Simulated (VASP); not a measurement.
Here is a VASP 6.6.1 calculation.

Contents of INCAR:

```
  PREC = Accurate
  ENCUT = 600
  EDIFF = 1E-7
  ISMEAR = 0
  SIGMA = 0.1
  LREAL = False
  LASPH = True
  NELM = 100
  ALGO = Normal
  ISIF = 3
  LWAVE = False
  LCHARG = False
  GGA = PS
  IBRION = 2
  NSW = 80
  EDIFFG = -0.05
  PSTRESS = 133.0
```

Contents of KPOINTS:

```
regular mesh
0
Gamma
  8 8 8
```

File POSCAR:

```
Ge
1.0
   -2.4270742935      2.4270742935      1.3741852497
    2.4270742935     -2.4270742935      1.3741852497
    2.4270742935      2.4270742935     -1.3741852497
Ge
2
Direct
    0.2500000000      0.7500000000      0.5000000000
    0.5000000000      0.5000000000      0.0000000000
```

Potentials or basis: VASP PAW PBE potentials, release 64 (Ge_d).

Launch:

```sh
$ cat potpaw_PBE.64/Ge_d/POTCAR > POTCAR
$ mpirun -np 1 vasp_std > vasp.out
```

(1) What does it give for the band gap on the k mesh?

## Answers

(1) none (metal or under the smearing width).

Caveat: the relaxation stopped at its first step, so nothing moved.
